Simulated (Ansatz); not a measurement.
Cu Kα1 powder pattern (kinematic, no thermal factors).
2θ (°) (relative intensity): 18.95 (2), 26.83 (2), 28.50 (45), 28.59 (14), 33.05 (100), 39.61 (3), 47.38 (35), 47.50 (34), 56.23 (7), 56.28 (13), 56.39 (7), 58.99 (18), 59.19 (5), 69.35 (11), 70.23 (2), 76.53 (5), 76.66 (3), 76.80 (4), 78.91 (15), 79.09 (13), 88.21 (6), 88.30 (11), 88.56 (5)

The pattern is computed from a structure relaxed with Ansatz, DFT PBE, scalar-relativistic, plane waves, PAW. No spin polarisation. Its elements are Ga, In, P.

Give the structure.

In₂GaP₃.
Space group P-3m1 (No. 164). a = 3.834 Å, b = 3.834 Å, c = 9.358 Å, α = 90.00°, β = 90.00°, γ = 120.00°
```tsv
atom	site	symmetry	x	y	z
In	2d	3m.	0.3333	0.6667	0.6737
Ga	1a	-3m.	0.0000	0.0000	0.0000
P	1b	-3m.	0.0000	0.0000	0.5000
P	2d	3m.	0.3333	0.6667	0.1482
```

A pattern alone doesn't exclude other cells with like lines; this is the one computed.

Another cell of In2GaP3 relaxed alike, in P3m1, lies 284 meV/atom lower, so this cell isn't the stable form at this level.

The cell was found from a structure generator's guess, not taken from experiment.
